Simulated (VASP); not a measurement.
# MgF2 (Sellaite) (P4_2/mnm) in VASP: further runs

Aim: see how the results for MgF2 (Sellaite) move with the level of theory and the settings. Levels: LDA, PBEsol. Tasks: relaxation of cell and atoms.

Everything below comes from runs of VASP 6.6.1. Logs are shortened: lines on timing, memory, paths and dates and some standing lists are left out, and cuts for length are marked.

### 1 Starting point

The structure is tetragonal, space group P4_2/mnm (No. 136). The conventional cell has a = 4.625 Å, b = 4.625 Å, c = 3.052 Å, α = 90.00°, β = 90.00°, γ = 90.00°. Around Mg (site symmetry mmm) lie 6 F at 1.98 to 2.00 Å. F (site symmetry m2m) is surrounded by 3 Mg at 1.98 to 2.00 Å.

### 2 Relaxation of cell and atoms, LDA

INCAR reads:

```
PREC = Accurate
ENCUT = 600
EDIFF = 1E-6
ISMEAR = 0
SIGMA = 0.03
LREAL = False
LASPH = True
NELM = 80
ALGO = Normal
ISIF = 3
LWAVE = False
LCHARG = False
GGA = CA
IBRION = 2
NSW = 90
EDIFFG = -0.01
KPAR = 2
```

KPOINTS reads:

```
regular mesh
0
Gamma
  6 6 10
```

POSCAR reads:

```
MgF2
1.0
    4.6250000000      0.0000000000      0.0000000000
    0.0000000000      4.6250000000      0.0000000000
    0.0000000000      0.0000000000      3.0520000000
Mg F
2 4
Direct
    0.0000000000      0.0000000000      0.0000000000
    0.5000000000      0.5000000000      0.5000000000
    0.3030000000      0.3030000000      0.0000000000
    0.1970000000      0.8030000000      0.5000000000
    0.6970000000      0.6970000000      0.0000000000
    0.8030000000      0.1970000000      0.5000000000
```

Potentials or basis: VASP PAW LDA potentials, release 64 (Mg, F).

The run is started by

```
$ cat potpaw_LDA.64/Mg/POTCAR potpaw_LDA.64/F/POTCAR > POTCAR
$ mpirun -np 2 vasp_std > vasp.out
```

OUTCAR:

```text
PREC = Accurate
   ENCUT = 600
   EDIFF = 1E-6
   ISMEAR = 0
   LREAL = False
   LASPH = True
   NELM = 80
   ISIF = 3
   GGA = CA
   IBRION = 2
   NSW = 90
   EDIFFG = -0.01

 ion  position               nearest neighbor table
   1  0.000  0.000  0.000-   3 1.98   5 1.98   4 2.00   6 2.00   4 2.00   6 2.00   2 3.61   2 3.61
                             2 3.61   2 3.61   2 3.61   2 3.61   2 3.61   2 3.61
   2  0.500  0.500  0.500-   4 1.98   6 1.98   5 2.00   3 2.00   3 2.00   5 2.00   1 3.61   1 3.61
                             1 3.61   1 3.61   1 3.61   1 3.61   1 3.61   1 3.61
   3  0.303  0.303  0.000-   1 1.98   2 2.00   2 2.00
   4  0.197  0.803  0.500-   2 1.98   1 2.00   1 2.00
   5  0.697  0.697  0.000-   1 1.98   2 2.00   2 2.00
   6  0.803  0.197  0.500-   2 1.98   1 2.00   1 2.00

  LATTYP: Found a simple tetragonal cell.
 ALAT       =     4.6250000000
 C/A-ratio  =     0.6598918919

  Lattice vectors:

 A1 = (   4.6250000000,   0.0000000000,   0.0000000000)
 A2 = (   0.0000000000,   4.6250000000,   0.0000000000)
 A3 = (   0.0000000000,   0.0000000000,   3.0520000000)

Analysis of symmetry for initial positions (statically):
=====================================================================
 Subroutine PRICEL returns:
 Original cell was already a primitive cell.

 Routine SETGRP: Setting up the symmetry group for a
 simple tetragonal supercell.

 Subroutine GETGRP returns: Found 16 space group operations
 (whereof  8 operations were pure point group operations)
 out of a pool of 16 trial point group operations.

The static configuration has the point symmetry D_2h.
 The point group associated with its full space group is D_4h.

Analysis of symmetry for dynamics (positions and initial velocities):
=====================================================================
 Subroutine PRICEL returns:
 Original cell was already a primitive cell.

 Routine SETGRP: Setting up the symmetry group for a
 simple tetragonal supercell.

 Subroutine GETGRP returns: Found 16 space group operations
 (whereof  8 operations were pure point group operations)
 out of a pool of 16 trial point group operations.

The dynamic configuration has the point symmetry D_2h.
 The point group associated with its full space group is D_4h.

 Subroutine INISYM returns: Found 16 space group operations
 (whereof  8 operations are pure point group operations),
 and found     1 'primitive' translations

----------------------------------------------------------------------------------------

                                     Primitive cell

  volume of cell :      65.2842

  direct lattice vectors                    reciprocal lattice vectors
     4.625000000  0.000000000  0.000000000     0.216216216  0.000000000  0.000000000
     0.000000000  4.625000000  0.000000000     0.000000000  0.216216216  0.000000000
     0.000000000  0.000000000  3.052000000     0.000000000  0.000000000  0.327653997

  length of vectors
     4.625000000  4.625000000  3.052000000     0.216216216  0.216216216  0.327653997

  position of ions in fractional coordinates (direct lattice)
     0.000000000  0.000000000  0.000000000
     0.500000000  0.500000000  0.500000000
     0.303000000  0.303000000  0.000000000
     0.197000000  0.803000000  0.500000000
     0.697000000  0.697000000  0.000000000
     0.803000000  0.197000000  0.500000000

  ion indices of the primitive-cell ions
   primitive index   ion index
                 1           1
                 2           2
                 3           3
                 4           4
                 5           5
                 6           6

----------------------------------------------------------------------------------------

 KPOINTS: regular mesh

Automatic generation of k-mesh.
 Grid dimensions read from file:
 generate k-points for:    6    6   10

 Generating k-lattice:

  Cartesian coordinates                     Fractional coordinates (reciprocal lattice)
     0.036036036  0.000000000  0.000000000     0.166666667  0.000000000  0.000000000
[... 46 lines left out ...]
   NUPDOWN=      -1.0000    fix difference up-down
   EMIN   =  10.00;   EMAX   =-10.00  energy-range for DOS
   EFERMI =   0.00;   METHOD = LEGACY
   ISMEAR =     0;   SIGMA  =   0.03  broadening in eV -4-tet -1-fermi 0-gaus
   EFERMI_NEDOS =   21; number of points for ismear=-14 and -15
   IALGO  =     38    algorithm
   IMIX   =      4    mixing-type and parameters
     AMIX     =   0.40;   BMIX     =  1.00
     AMIX_MAG =   1.60;   BMIX_MAG =  1.00
  volume/ion in A,a.u.               =      10.88        73.43
  Fermi-wavevector in a.u.,A,eV,Ry     =   1.290790  2.439239 22.669184  1.666138
  Thomas-Fermi vector in A             =   2.422600
   LORBIT       =      0    0 simple, 1 ext, 2 COOP (PROOUT), +10 PAW based schemes
   GGA     = CA    functional components
   LHFCALC =     F    Hartree Fock is set to
   AEXX    =    0.0000 exact exchange contribution
   IVDW    =     0    specifies the selected vdW correction
   LEPSILON=     F    determine dielectric tensor
   LRPA    =     F    only Hartree local field effects (RPA)
 conjugate gradient relaxation of ions
 non-spin polarized calculation
 Gauss-broadening in eV      SIGMA  =   0.03
  energy-cutoff  :      600.00
  volume of cell :       65.28
 maximum number of plane-waves:      2200
 NGX is ok and might be reduce to    40
   NGX = 19   NGY = 19   NGZ = 13

--------------------------------------- Ionic step        1  -------------------------------------------

 number of electron      32.0000023 magnetization

 Free energy of the ion-electron system (eV)
  ---------------------------------------------------
  ext. energy  EPLUGINS =         0.00000000
  ---------------------------------------------------
  free energy    TOTEN  =       -35.02608381 eV

  energy without entropy =      -35.02608381  energy(sigma->0) =      -35.02608381

------------------------ aborting loop because EDIFF is reached ----------------------------------------

  FORCE on cell =-STRESS in cart. coord.  units (eV):
  Direction    XX          YY          ZZ          XY          YZ          ZX
  --------------------------------------------------------------------------------------
  -------------------------------------------------------------------------------------
  Total       -2.6096527     -2.6096527     -2.6718797      0.0000000      0.0000000      0.0000000
  in kB      -64.0450104    -64.0450104    -65.5721593      0.0000000      0.0000000      0.0000000
  external PRESSURE =     -64.5540600 kB  Pullay stress =       0.0000000 kB
[... 145 lines left out ...]
  energy  without entropy=      -35.1090068219  energy(sigma->0) =      -35.10900682

--------------------------------------- Ionic step        5  -------------------------------------------

 number of electron      31.9999999 magnetization

 Free energy of the ion-electron system (eV)
  ---------------------------------------------------
  ext. energy  EPLUGINS =         0.00000000
  ---------------------------------------------------
  free energy    TOTEN  =       -35.10913771 eV

  energy without entropy =      -35.10913771  energy(sigma->0) =      -35.10913771

 E-fermi :  -1.0276     XC(G=0): -10.7770

 val. band max:       -1.1949044325   @ k =   0.0000   0.0000   0.0000
 cond. band min:       5.9948262528   @ k =   0.0000   0.0000   0.0000
 fundamental gap:      7.1897306853
 Fermi energy:        -1.0275900230

 k-point     1 :       0.0000    0.0000    0.0000
  band No.  band energies     occupation
      1     -21.8250      2.00000
      2     -20.8363      2.00000
      3     -20.8363      2.00000
      4     -20.7207      2.00000
      5      -5.6214      2.00000
      6      -4.0558      2.00000
[... 12 lines left out ...]
     19      11.0399      0.00000
[... 513 lines left out ...]
      4     -20.7358      2.00000
      5      -4.6429      2.00000
      6      -4.6429      2.00000
[... 12 lines left out ...]
     19      13.0813      0.00000
     20      13.0813      0.00000

 [... further k-points ...]
[... 5 lines left out ...]
  --------------------------------------------------------------------------------------
  -------------------------------------------------------------------------------------
  Total       -0.0081300     -0.0081300      0.0437838     -0.0000000      0.0000000      0.0000000
  in kB       -0.2122756     -0.2122756      1.1432034     -0.0000000      0.0000000      0.0000000
  external PRESSURE =       0.2395507 kB  Pullay stress =       0.0000000 kB
[... 21 lines left out ...]
  FREE ENERGIE OF THE ION-ELECTRON SYSTEM (eV)
  ---------------------------------------------------
  free  energy   TOTEN  =       -35.1091377082 eV

  energy  without entropy=      -35.1091377082  energy(sigma->0) =      -35.10913771

 reached required accuracy - stopping structural energy minimisation
```

It took 71 s on 2 MPI ranks of Intel Xeon Platinum 8488C (Sapphire Rapids), shared host; peak memory 0.21 GiB.

Results:

- Free energy: -35.1091 eV
- Relaxed volume: 10.23 Å³/atom
- Relaxed cell: a = 4.524 Å, b = 4.524 Å, c = 2.998 Å, α = 90.00°, β = 90.00°, γ = 90.00°
- Space group after relaxing (to 0.05 Å): P4_2/mnm (No. 136)
- Energy gained by relaxing: 13.8 meV/atom
- Ionic steps: 5
- Pressure after relaxing: 0.0 GPa
- Largest force after relaxing: 0.007 eV/Å
- Band gap on the k mesh: 7.19 eV, direct

Forces in eV/Å, atoms in the order of the input:
```
Mg   0.000  0.000  0.000
Mg   0.000  0.000  0.000
F    0.005  0.005  0.000
F   -0.005  0.005  0.000
F   -0.005 -0.005  0.000
F    0.005 -0.005  0.000
```

Stress tensor (GPa, compression positive):
```
-0.02  0.00  0.00
 0.00 -0.02  0.00
 0.00  0.00  0.11
```

Step by step:
```
step  energy change (eV)  largest force (eV/Å)  pressure (GPa)  volume (Å³)
   1              0.0000                0.0447           -6.46        65.28
   2             -0.0813                0.0861            0.43        61.23
   3             -0.0816                0.0776           -0.04        61.46
   4             -0.0829                0.0190            0.01        61.39
   5             -0.0831                0.0069            0.02        61.36
```

Final structure:
```
Mg F
1.0
     4.52434    0.00000    0.00000
     0.00000    4.52434    0.00000
     0.00000    0.00000    2.99771
Mg F
2 4
Direct
  0.00000 0.00000 0.00000
  0.50000 0.50000 0.50000
  0.30249 0.30249 0.00000
  0.19751 0.80249 0.50000
  0.69751 0.69751 0.00000
  0.80249 0.19751 0.50000
```

Levels at points of the mesh, in eV from the valence-band top:
| k point | band 12 | band 13 | band 14 | band 15 | band 16 | band 17 | band 18 | band 19 | band 20 |
| --- | --- | --- | --- | --- | --- | --- | --- | --- | --- |
| (0.00, 0.00, 0.00) | -1.34 | -0.76 | -0.33 | -0.33 | 0.00 | 7.19 | 12.23 | 12.23 | 13.58 |
| (0.50, 0.00, 0.00) | -1.51 | -1.05 | -1.05 | -0.42 | -0.42 | 9.66 | 9.66 | 13.49 | 13.49 |
| (0.50, 0.50, 0.00) | -1.40 | -1.04 | -1.04 | -0.87 | -0.87 | 11.36 | 11.36 | 11.52 | 11.52 |
| (0.00, 0.00, 0.50) | -1.55 | -1.33 | -1.33 | -0.95 | -0.95 | 11.98 | 11.98 | 14.93 | 14.93 |
| (0.50, 0.00, 0.50) | -1.50 | -0.80 | -0.80 | -0.74 | -0.74 | 12.84 | 12.84 | 13.66 | 13.66 |
| (0.50, 0.50, 0.50) | -1.50 | -0.68 | -0.68 | -0.51 | -0.51 | 13.23 | 13.23 | 13.60 | 13.60 |

(Part 1 of 2 ends here.)
